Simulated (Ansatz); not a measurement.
# V: stress in a strained cell

Aim: deform V (equal xx and yy strain of -2 %) and compute stress, forces and field gradients with LAPW, PAW and all-electron datasets made for the crystal.

Method: DFT PBE, scalar-relativistic, in Ansatz 0.2.0.

## (1) The starting structure

It takes space group Im-3m (No. 229, cubic). The conventional cell has a = 3.026 Å, b = 3.026 Å, c = 3.026 Å, α = 90.00°, β = 90.00°, γ = 90.00°. V (site symmetry m-3m) is surrounded by 8 V at 2.62 Å.

Structure file:

```
V
1.0
    -1.51300    1.51300    1.51300
     1.51300   -1.51300    1.51300
     1.51300    1.51300   -1.51300
V
1
Direct
  0.00000 0.00000 0.00000
```

## (2) The deformed structure

Space group Im-3m before, I4/mmm after.

## (3) All-electron LAPW

File input.yaml:

```yaml
crystal:
  lattice:
    - [-1.48274, 1.48274, 1.513]
    - [1.48274, -1.48274, 1.513]
    - [1.48274, 1.48274, -1.513]
  atoms:
    - { symbol: V, position: [0.0, 0.0, 0.0], spin: 1.5 }
magnetization:
  spin_polarized: true
kpoints:
  mp_grid: { grid: [19, 19, 19] }
  band_path:
    path:
      - [0.0, 0.0, 0.0]
      - [0.0, 0.0, 0.5]
      - [0.25, 0.25, 0.25]
      - [0.0, 0.5, 0.0]
      - [0.0, 0.0, 0.0]
      - [0.5, 0.5, -0.5]
      - [0.4901, 0.5099, -0.4901]
      - [-0.4901, 0.4901, 0.4901]
      - [0.0, 0.0, 0.0]
    npoints: 5
scf:
  occupations: { method: fermi_dirac, width: 0.03 }
hamiltonian:
  xc: pbe
  pseudopotentials: { kind: all_electron, lapw: { basis_error: 0.001 } }
output:
  forces: true
  stress: true
  eigenvalues: true
```

Launch:

```sh
ansatz run input.yaml --threads 1 --pin off --max-ram 3072MiB --backend cpu --events-out ev --progress --plain --runs-dir out
```

## (4) PAW with frozen cores

File input.yaml:

```yaml
crystal:
  lattice:
    - [-1.48274, 1.48274, 1.513]
    - [1.48274, -1.48274, 1.513]
    - [1.48274, 1.48274, -1.513]
  atoms:
    - { symbol: V, position: [0.0, 0.0, 0.0], spin: 1.5 }
magnetization:
  spin_polarized: true
kpoints:
  mp_grid: { grid: [19, 19, 19] }
scf:
  occupations: { method: fermi_dirac, width: 0.03 }
hamiltonian:
  xc: pbe
  pseudopotentials: { kind: paw }
output:
  forces: true
  stress: true
  eigenvalues: true
  efg: { contact_densities: true }
```

## (5) All-electron PAW on datasets made for the crystal

Edit input.yaml of step 4 so:

```diff
@@ -15,3 +15,3 @@
   xc: pbe
-  pseudopotentials: { kind: paw }
+  pseudopotentials: { kind: all_electron, datasets: crystal }
 output:
```

(Steps that only read results are left out.)

Q: Predict the outcome of this session. Wanted: pressure; largest shear or deviatoric stress.

As calculated:

| quantity | value |
| --- | --- |
| pressure | LAPW 1.97, PAW 2.03, crystal datasets 1.97 GPa |
| largest shear or deviatoric stress (LAPW) | 1.86 GPa |

The largest part of the stress beyond the pressure is 1.86 GPa in size, in the zz component. No run of the undeformed cell stands beside it, so the pressure holds what the given cell had before the change. PAW: stress within 0.07 GPa of LAPW. Crystal datasets: stress within 0.01 GPa of LAPW.
